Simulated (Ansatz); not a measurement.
**Al in Ansatz: the effect of functional**

The system is Al.

```xyz
1
Lattice="0.0000 2.0248 2.0248 2.0248 0.0000 2.0248 2.0248 2.0248 0.0000" Properties=species:S:1:pos:R:3 pbc="T T T"
Al    0.0000    0.0000    0.0000
```

Alike in all runs:

```yaml
Program: Ansatz 0.2.0
Task: band structure
Potentials_or_basis: Ansatz PAW
k_mesh: 6 × 6 × 6
Occupations: fermi-dirac, width 0.05 eV
Spin: no spin polarisation
```

```tsv
functional	cutoff	pressure (GPa)
LDA	420 eV (not typed: the program's choice for these potentials)	-3.2
PBE	420 eV (not typed: the program's choice for these potentials)	?
PBEsol	420 eV (not typed: the program's choice for these potentials)	-1.5
RPBE	420 eV (not typed: the program's choice for these potentials)	1.4
revPBE	420 eV (not typed: the program's choice for these potentials)	1.1
BLYP	420 eV (not typed: the program's choice for these potentials)	3.5
r2SCAN	500 eV (not typed: the program's choice for these potentials)	-3.0
```

What does the run with functional PBE give?

Pressure 0.0 GPa.

Caveats: all runs use coarse meshes; the PAW data sets come from PBE, with cores solved anew for the run's functional, which leaves a small shift of forces and pressure (some runs).
